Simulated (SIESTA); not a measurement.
**FeNi3 (Awaruite) under changes of volume**

One of the cells (11.360 Å³/atom); the others are scaled copies at fixed shape and fractional positions:

```
CELL_PARAMETERS angstrom
3.56848 0.00000 0.00000
0.00000 3.56848 0.00000
0.00000 0.00000 3.56848
ATOMIC_POSITIONS crystal
Ni 0.50000 0.50000 0.00000
Ni 0.50000 0.00000 0.50000
Ni 0.00000 0.50000 0.50000
Fe 0.00000 0.00000 0.00000
```

| Item | Value |
| --- | --- |
| Program | SIESTA 5.4.2 |
| Functional | PBE |
| Potentials or basis | PseudoDojo 0.4 standard (PBE files) |
| Basis | DZP (energy shift 0.003 Ry; two zetas on semicore shells) |
| Grid cutoff | 800 Ry |
| Energy shift | 0.003 Ry |
| k mesh | 8 × 8 × 8 |
| Occupations | fermi-dirac, width 0.05 eV |
| Spin | collinear spin, ferromagnetic start |
| Starting moments | [1.0, 1.0, 1.0, 3.0] μB |

```tsv
volume (Å³/atom)	energy over the lowest point (meV/atom)	pressure (GPa)	moment (μB per cell)
10.469	23.06	14.1	4.83
10.692	7.42	8.3	4.89
10.915	0.00	2.8	4.95
11.360	2.09	-4.5	5.03
11.583	?	?	?
11.806	23.92	-11.4	5.08
```

Problem. What does the run at 11.583 Å³/atom give?

Solution. Energy over the lowest point 10.65 meV/atom; pressure -7.8 GPa; moment 5.06 μB per cell.

Worked out: A Birch-Murnaghan fit of order 3 (a polynomial in V^(-2/3)) to the other rows has its minimum at 11.08 Å³/atom with B0 = V·E''(V) = 205 GPa and B' = 6.1. It gives 10.97 meV/atom at 11.583 Å³/atom, against the run's 10.65, and -dE/dV = -7.9 GPa, against -7.8. A parabola through the other rows of the moment, of slope 0.11 μB per Å³/atom there, gives 5.06 μB, against the run's 5.06.

Energies are extrapolated to zero smearing.

Caveats: short orbitals over semicore shells can move pressures by several GPa; the basis of atomic orbitals isn't converged, which shifts pressures, moduli and gaps.
